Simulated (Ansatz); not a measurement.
## What a change of settings does to a run on PbO2

The cell was built from the fluorite type and relaxed in the same program, and has space group Fm-3m; it needn't be a known or the stable phase.

First run: DFT, PBE, all-electron LAPW, scalar-relativistic (Ansatz 0.2.0).

Command: `ansatz run input.yaml --threads 1 --pin off --max-ram 3072MiB --backend cpu --events-out ev --progress --plain --runs-dir out` The run took about 39 s on 1 thread of a shared machine.

```yaml
crystal:
  lattice:
    - [0.0, 2.7038654325, 2.7038654325]
    - [2.7038654325, 0.0, 2.7038654325]
    - [2.7038654325, 2.7038654325, 0.0]
  atoms:
    - { symbol: Pb, position: [0.0, 0.0, 0.0] }
    - { symbol: O, position: [0.25, 0.25, 0.25] }
    - { symbol: O, position: [0.75, 0.75, 0.75] }
kpoints:
  mp_grid: { grid: [11, 11, 11] }
  band_path:
    path:
      - [0.0, 0.0, 0.0]
      - [0.5, 0.0, 0.5]
      - [0.625, 0.25, 0.625]
      - [0.375, 0.375, 0.75]
      - [0.0, 0.0, 0.0]
      - [0.5, 0.5, 0.5]
      - [0.5, 0.25, 0.75]
      - [0.5, 0.0, 0.5]
    npoints: 8
scf:
  occupations: { method: fermi_dirac, width: 0.08 }
hamiltonian:
  xc: pbe
  pseudopotentials: { kind: all_electron, lapw: { basis_error: 0.001 } }
output:
  forces: true
  stress: true
  eigenvalues: true
  populations: true
  dos: { projected: true, de: 0.2, e_range: [-14, 8] }
```

Result: converged; pressure 0.04 GPa; no gap on the k mesh; 8 SCF iterations.

No spin–orbit coupling, which matters for the heavy atoms here.

The input is then changed:

```diff
@@ -23,4 +23,5 @@
 scf:
   occupations: { method: fermi_dirac, width: 0.08 }
+  convergence: { dr2_threshold: 1.0e-05 }
 hamiltonian:
   xc: pbe
@@ -31,4 +32,3 @@
   eigenvalues: true
   populations: true
-  dos: { projected: true, de: 0.2, e_range: [-14, 8] }
```

Question: What does the second run give?

Answer: It converged; energy at zero smearing 0.0 meV/atom from the first run; pressure 0.04 GPa; no gap on the k mesh; 7 SCF iterations. Some of these settings are too coarse for converged properties.

The results part of its log:

```
SCF 1 converged in 7 iterations: F = -572160.478183 eV  dr2 = 2.87e-7
NSCF: frozen V_eff on 57 k-points
SCF converged after 7 iterations
Free energy (F): -572160.478183 eV
Harris-Foulkes:  -572160.478183 eV  (|F-HF|=6.07e-8)
Internal energy: -572160.467713 eV  (E = F + TS)
E sigma→0 (E₀):  -572160.472948 eV
Entropy (-TS):   -0.010471 eV (-3.490 meV/atom)
Fermi energy:    13.354484 eV
--- Per-component energies (eV) ---
  E_band       = -7943.698209
  E_kinetic    = 659050.570566
  E_xc         = -11045.796153
  E_electrostatic = -1220165.242126  (all electrons and nuclei)
  E_smearing   = -0.010471  (= −TS)
  E_closure    = 0.000000  (closes the sum)
  E_atoms      = -572144.850358  (free atoms, spherical and without spin; not in F)
  Σ components = -572160.478183   (vs F -572160.478183, Δ=0.00e0)
  Basis errors (estimates in eV, not in F): energy 4.0e-4 per atom: plane waves 3.6e-4 (2.1e-4 summed), levels above the bands 1.2e-94, relativity 2.8e-8, radial functions 3.3e-5, core shells 3.7e-8; eigenvalues (radial functions only) 1.3e-5; not estimated: angular momenta, meshes, grids; target (lapw.basis_error) 1.0e-3; muffin-tin radii O 1.033 Å, Pb 1.309 Å
--- Forces (eV/Å), atoms counted from 1 ---
  atom   1  Pb    -0.00000000     0.00000000    -0.00000000
  atom   2  O     -0.00000000     0.00000000    -0.00000000
  atom   3  O      0.00000000     0.00000000    -0.00000000
  max |Σ_I F_I| component: 1.62e-17 eV/Å
--- Stress (GPa, compression-positive) ---
        0.041508      -0.000000       0.000000
       -0.000000       0.041508      -0.000000
        0.000000      -0.000000       0.041508
  P = ⅓ Tr σ = 0.0415 GPa (0.415 kbar)
--- Band table (eV; the first three rows and the last of 56) ---
  k-point 0: bands = ["-491.3875", "-491.3875", "-382.3927", "-382.3927", "-382.3806", "-382.3806", "-382.3806", "-124.8216", "-113.8111", "-113.8111", "-113.8111", "-113.8044", "-113.8044", "-113.8044", "-113.7960", "-66.6909", "-66.6909", "-66.6909", "-5.2161", "-2.4251", "-2.4251", "-2.4251", "-2.4232", "-2.1941", "-2.1941", "10.5347", "11.3022", "11.3022", "11.3022", "12.0688", "12.0688", "12.0688", "20.2576", "20.2576", "20.2576", "25.0459", "28.8399", "28.8399"]
  k-point 1: bands = ["-491.3875", "-491.3875", "-382.3927", "-382.3927", "-382.3806", "-382.3806", "-382.3806", "-124.8216", "-113.8111", "-113.8111", "-113.8111", "-113.8044", "-113.8044", "-113.8044", "-113.7960", "-66.6910", "-66.6909", "-66.6909", "-5.1496", "-2.9171", "-2.4152", "-2.4152", "-2.1948", "-2.1948", "-1.9230", "9.8460", "11.1369", "11.2315", "11.2315", "12.0554", "12.0554", "12.8153", "20.0709", "20.4283", "20.4283", "25.6941", "28.7632", "28.7632"]
  k-point 2: bands = ["-491.3875", "-491.3875", "-382.3927", "-382.3927", "-382.3806", "-382.3806", "-382.3806", "-124.8215", "-113.8111", "-113.8111", "-113.8111", "-113.8044", "-113.8044", "-113.8044", "-113.7960", "-66.6911", "-66.6910", "-66.6910", "-4.9700", "-3.3368", "-2.3913", "-2.3913", "-2.1937", "-2.1937", "-1.4852", "8.7641", "10.8630", "11.0518", "11.0518", "12.0148", "12.0148", "13.8792", "19.8445", "20.9011", "20.9011", "27.1100", "28.6042", "28.6042"]
  k-point 55: bands = ["-491.3875", "-491.3875", "-382.3927", "-382.3927", "-382.3806", "-382.3806", "-382.3806", "-124.8215", "-113.8111", "-113.8111", "-113.8111", "-113.8044", "-113.8044", "-113.8044", "-113.7960", "-66.6915", "-66.6914", "-66.6912", "-4.2503", "-4.1610", "-2.2654", "-2.1830", "-2.1740", "-1.3842", "-1.1869", "5.2794", "8.5842", "10.3979", "11.0078", "12.8600", "13.2265", "15.4985", "21.5122", "21.8719", "22.7144", "24.2374", "29.3195", "30.5354"]
--- Löwdin populations: 3 sites ---
  site symbol       q [e]
     0     Pb     80.6155
     1      O      8.6492
     2      O      8.6492
  spilling = 0.000879 (of n_electrons = 98.000000)
```
